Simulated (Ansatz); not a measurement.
# Ta: a sweep of the smearing

How much do the results for Ta depend on the smearing?

Method: DFT, PBE, all-electron LAPW, scalar-relativistic, in Ansatz 0.2.0.

3 further runs of the same task are left out: 2 that didn't finish, 1 set aside as unsound or not needed.

### 1 The system as given

The structure is hexagonal, space group P6_3/mmc (No. 194). Conventional cell: a = 2.904 Å, b = 2.904 Å, c = 5.131 Å, α = 90.00°, β = 90.00°, γ = 120.00°. Around Ta (site symmetry -6m2) lie 12 Ta at 2.90 to 3.06 Å.

Structure file:

```cif
data_structure
_symmetry_space_group_name_H-M 'P 1'
_symmetry_Int_Tables_number 1
_cell_length_a 2.9039
_cell_length_b 2.9039
_cell_length_c 5.1309
_cell_angle_alpha 90.000
_cell_angle_beta 90.000
_cell_angle_gamma 120.000
_cell_volume 37.47
loop_
_atom_site_label
_atom_site_type_symbol
_atom_site_fract_x
_atom_site_fract_y
_atom_site_fract_z
_atom_site_occupancy
Ta1 Ta 0.33333 0.66667 0.25000 1
Ta2 Ta 0.66667 0.33333 0.75000 1
```

The structure (hcp type) was typed from a prototype and relaxed by PAW; whether it is the ground state wasn't tested.

Atoms are numbered in the order of the input: Ta1, Ta2.

### 2 With Fermi–Dirac smearing of 0.15 eV

Input file input.yaml:

```yaml
crystal:
  lattice:
    - [2.903923968, 0.0, 0.0]
    - [-1.451961984, 2.514871927, 0.0]
    - [0.0, 0.0, 5.1308977023]
  atoms:
    - { symbol: Ta, position: [0.3333333333, 0.6666666667, 0.25] }
    - { symbol: Ta, position: [0.6666666667, 0.3333333333, 0.75] }
kpoints:
  mp_grid: { grid: [13, 13, 7] }
scf:
  occupations: { method: fermi_dirac, width: 0.15 }
hamiltonian:
  xc: pbe
  pseudopotentials: { kind: all_electron, lapw: { basis_error: 0.001 } }
output:
  forces: true
  stress: true
  eigenvalues: true
```

### 3 With cold smearing of 0.15 eV

input.yaml, as its differences from that of step 2:

```diff
@@ -11,3 +11,3 @@
 scf:
-  occupations: { method: fermi_dirac, width: 0.15 }
+  occupations: { method: cold, width: 0.15 }
 hamiltonian:
```

### 4 With Fermi–Dirac smearing of 0.01 eV

input.yaml, as its differences from that of step 3:

```diff
@@ -11,3 +11,3 @@
 scf:
-  occupations: { method: cold, width: 0.15 }
+  occupations: { method: fermi_dirac, width: 0.01 }
 hamiltonian:
```

### 5 With Gaussian smearing of 0.05 eV

input.yaml, as its differences from that of step 4:

```diff
@@ -11,3 +11,3 @@
 scf:
-  occupations: { method: fermi_dirac, width: 0.01 }
+  occupations: { method: gaussian, width: 0.05 }
 hamiltonian:
```

### 6 With tetrahedron filling

input.yaml, as its differences from that of step 5:

```diff
@@ -11,3 +11,3 @@
 scf:
-  occupations: { method: gaussian, width: 0.05 }
+  occupations: { method: tetrahedron }
 hamiltonian:
```

(Steps that only read results are left out.)

Q: Predict the outcome of this session. Wanted: pressure, lowest to highest.

As calculated:

| quantity | value |
| --- | --- |
| largest change of energy from «Fermi–Dirac smearing of 0.15 eV» (zero smearing) | 0.4 meV/atom (tetrahedron filling) |
| pressure, lowest to highest (LAPW) | -0.02 to 0.52 GPa |

In words: Across the runs the energy spans 0.6 meV/atom. The pressure spans 0.55 GPa (LAPW, the tetrahedron run left out, since its derivatives are unreliable). Spin-orbit coupling is left out, though the cell holds Ta; in elements this heavy it can shift bands and gaps by tenths of an eV.
